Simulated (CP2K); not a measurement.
Runs of CP2K 2026.2 on LiF (Griceite). It takes space group Fm-3m (No. 225, cubic). Conventional cell: a = 4.028 Å, b = 4.028 Å, c = 4.028 Å, α = 90.00°, β = 90.00°, γ = 90.00°. F (site symmetry m-3m) is surrounded by 6 Li at 2.01 Å. Li (site symmetry m-3m) is surrounded by 6 F at 2.01 Å. 

| potentials or basis | quickstep method | MIXING ALPHA | ADDED_MOS | CUTOFF of the grids | gap on the mesh (eV) | pressure (GPa) |
| --- | --- | --- | --- | --- | --- | --- |
| GTH_POTENTIALS F GTH-PBE-q7, Li GTH-PBE-q3; DZVP-MOLOPT-SR-GTH basis | GPW | 0.4 | [10] | 850 Ry | 9.05 | 2.9 |
| all electrons (GAPW); pob-TZVP-rev2 basis | GAPW | 0.2 | [10] | 500 Ry | 8.93 | (c) |
| POTENTIAL_UZH F GTH-PBE-q7, Li GTH-PBE-q3; TZVP-MOLOPT-PBE-GTH basis | GPW | 0.4 | [10] | 850 Ry | 9.06 | (a) |
| GTH_POTENTIALS F GTH-PBE-q7, Li GTH-PBE-q3; TZVP-MOLOPT-GTH, TZVP-MOLOPT-SR-GTH basis | GPW | 0.4 | [10] | 850 Ry | 9.05 | (b) |
| POTENTIAL_UZH F GTH-PBE-q7, Li GTH-PBE-q3; DZVP-MOLOPT-PBE-GTH basis | GPW | 0.4 | [10] | 850 Ry | 9.05 | 3.0 |
| GTH_POTENTIALS F GTH-PBE-q7, Li GTH-PBE-q3; SZV-MOLOPT-SR-GTH basis | GPW | 0.4 | [1] | 850 Ry | 7.21 | 10.7 |

Alike in all rows: task single point; level PBE; no spin polarisation; cell as given; k mesh 11 × 11 × 11; smearing fermi-dirac 0.05 eV.

Q: Fill in the values left out.

A: (a) 2.6; (b) 2.5; (c) 3.7.

Caveats: an odd mesh through Γ misses points on the zone boundary, where band edges often lie; the basis of atomic orbitals isn't converged, which shifts pressures, moduli and gaps; a minimal basis gives rough bond lengths, pressures and levels (some runs).

The runs don't all hold the same shells in valence.
